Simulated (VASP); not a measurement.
Crystal: LiH.

```xyz
2
Lattice="0.0000 2.0368 2.0368 2.0368 0.0000 2.0368 2.0368 2.0368 0.0000" Properties=species:S:1:pos:R:3 pbc="T T T"
Li    0.0000    0.0000    0.0000
H     2.0368    2.0368    2.0368
```

Base run:

| Property | Result |
| --- | --- |
| Program | VASP 6.6.1 |
| Functional | r2SCAN |
| Potentials or basis | VASP PAW PBE potentials, release 64 (Li_sv, H) |
| Cutoff | 520 eV |
| k mesh | 12 × 12 × 12 |
| Occupations | gaussian, width 0.02 eV |
| Spin | no spin polarisation |

Its results: band gap on the k mesh 3.61 eV, direct.

The run is repeated on the same cell with these changes: functional from r2SCAN to PBEsol. What comes out?

Band gap on the k mesh 2.79 eV, direct.

r2SCAN gives the wider gap, since meta-GGAs in the generalised Kohn-Sham scheme recover part of the derivative discontinuity.
